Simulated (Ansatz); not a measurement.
Ti3SiC2:
```cif
data_C4Si2Ti6
_chemical_formula_sum 'Ti6 Si2 C4'
_space_group_name_H-M_alt 'P63/mmc'
_space_group_IT_number 194
_space_group_name_Hall '-P 6c 2c'
_cell_length_a 3.06762
_cell_length_b 3.06762
_cell_length_c 17.67619
_cell_angle_alpha 90.000
_cell_angle_beta 90.000
_cell_angle_gamma 120.000
loop_
_atom_site_label
_atom_site_type_symbol
_atom_site_symmetry_multiplicity
_atom_site_Wyckoff_symbol
_atom_site_fract_x
_atom_site_fract_y
_atom_site_fract_z
_atom_site_occupancy
Ti1 Ti 4 f 0.66667 0.33333 0.13519 1
Ti2 Ti 2 a 0.00000 0.00000 0.00000 1
Si1 Si 2 b 0.00000 0.00000 0.25000 1
C1 C 4 f 0.33333 0.66667 0.07251 1
```

Relaxed with r²SCAN.

Problem. Which orbitals make up the states near the Fermi level in the program Ansatz at the r²SCAN level (PAW)?

Solution. Within 0.5 eV of the Fermi level: Ti 3d 82 %, Si 3p 8 %. Projections are on Löwdin-orthogonalised atomic valence shells; empty p or d shells of many metals are not among them.

Problem. Tabulate the density of states.

Solution. States/eV per cell of 12 atoms, in 0.25 eV bins, energy from the Fermi level.

```
E (eV)  total  Ti 3d  C 2p  Si 3p
------  -----  -----  ----  -----
-7.85    0.90   0.11  0.01   0.18
-7.60    0.95   0.13  0.02   0.17
-7.35    1.06   0.15  0.02   0.16
-7.10    1.46   0.21  0.03   0.14
-6.85    0.92   0.15  0.01   0.09
-6.60    0.63   0.12  0.01   0.05
-6.35    0.56   0.12  0.03   0.03
-6.10    0.44   0.11  0.14   0.06
-5.85    1.41   0.39  0.58   0.18
-5.60    2.28   0.66  1.02   0.19
-5.35    3.04   0.90  1.39   0.25
-5.10    5.07   1.50  2.33   0.49
-4.85    4.55   1.31  1.96   0.63
-4.60    4.96   1.27  1.96   1.00
-4.35    8.26   2.12  3.99   1.03
-4.10    4.85   1.10  2.44   0.79
-3.85    6.30   1.68  2.83   1.17
-3.60    7.46   2.62  3.58   0.65
-3.35   10.10   3.96  5.00   0.60
-3.10   16.01   6.93  7.51   1.00
-2.85   15.46   6.57  6.94   1.38
-2.60    6.37   2.76  2.49   0.78
-2.35   10.29   4.32  2.02   3.41
-2.10    9.77   4.24  3.05   2.07
-1.85    6.34   2.79  1.89   1.40
-1.60    3.72   1.99  0.63   0.91
-1.35    3.73   2.54  0.31   0.70
-1.10    3.04   2.21  0.18   0.50
-0.85    2.40   1.83  0.11   0.34
-0.60    2.02   1.61  0.07   0.24
-0.35    2.60   2.11  0.12   0.24
-0.10    3.89   3.23  0.18   0.26
0.15     3.95   3.25  0.19   0.30
0.40     3.59   2.95  0.19   0.30
0.65     4.14   3.53  0.19   0.30
0.90     4.79   3.66  0.38   0.53
1.15     8.30   6.64  0.55   0.75
1.40     8.78   7.11  0.59   0.66
1.65    10.47   8.59  0.66   0.71
1.90    11.27   9.16  0.83   0.64
2.15     6.96   5.86  0.37   0.40
2.40     7.71   6.61  0.37   0.37
2.65    14.09  12.48  0.64   0.43
2.90    16.73  14.93  0.74   0.50
3.15    10.39   8.88  0.59   0.44
3.40    10.94   8.22  1.01   0.82
3.65     9.25   6.70  1.13   0.79
3.90    11.88   7.94  2.16   0.98
4.15     8.58   5.27  1.60   0.83
4.40     9.14   5.12  1.81   0.98
4.65    11.54   6.53  2.45   0.91
```

Space group P6_3/mmc. The cell was relaxed with r²SCAN under the symmetry of its start; of distortions, only those at the zone centre were tested. The run is not spin-polarised.

Potentials: the earlier of the program's two PAW sets.
